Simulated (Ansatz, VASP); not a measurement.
One calculation of HfO2, two programs

```xyz
12
Lattice="5.5564 0.0000 0.0000 0.0000 3.3336 0.0000 0.0000 0.0000 6.5050" Properties=species:S:1:pos:R:3 pbc="T T T"
Hf    4.1600    2.5002    3.9542
Hf    1.3964    0.8334    2.5508
Hf    1.3818    2.5002    5.8033
Hf    4.1746    0.8334    0.7017
O     3.5533    0.8334    2.7542
O     2.0031    2.5002    3.7508
O     0.7751    0.8334    0.4983
O     4.7813    2.5002    6.0067
O     2.8937    0.8334    5.4736
O     2.6627    2.5002    1.0313
O     0.1155    0.8334    4.2838
O     5.4409    2.5002    2.2212
```

Measurements of this composition are mostly on another form, of space group No. 14.

Alike in both runs: task relaxation of cell and atoms; functional revPBE; k mesh 5 × 8 × 4; occupations fermi-dirac, width 0.05 eV; no spin polarisation.

|  | VASP | Ansatz |
| --- | --- | --- |
| version | VASP 6.6.1 | Ansatz 0.2.0 |
| potentials or method | VASP PAW PBE potentials, release 64 (Hf_pv, O) | Ansatz PAW |
| plane-wave cutoff (eV) | 600 | 420 |
| valence electrons in the cell | 88 | 152 |

```tsv
	VASP	Ansatz	Ansatz less VASP
gap on the k mesh at the Fermi level, each at its own relaxed structure (eV)	3.49	3.54	+0.042
relaxed volume (Å³/atom)	10.20	10.37	+0.171
relaxed cell length with the largest relative difference (Å)	6.540	6.583	+0.0427
energy change over the relaxation (meV/atom)	-2	-7	-5.2
```

The two sets of potentials don't hold the same shells in valence.

Caveats: spin-orbit coupling is left out, which moves the levels of the heavy elements; the PAW data sets were made with another functional, which shifts forces and pressure a little (VASP); an odd mesh through Γ misses points on the zone boundary, where band edges often lie (VASP); odd divisions of the mesh miss points on the zone boundary, where band edges often lie, so the gap on the mesh can be too wide (Ansatz); the plane-wave basis is chosen anew once the cell has moved, so the energies of steps on either side of that aren't comparable (Ansatz); the pressure holds a Pulay correction of +0.8 GPa for the finite cutoff (Ansatz); the PAW data sets come from PBE, with cores solved anew for the run's functional, which leaves a small shift of forces and pressure (Ansatz). revPBE gaps usually lie below the measured ones, often by a third to a half.
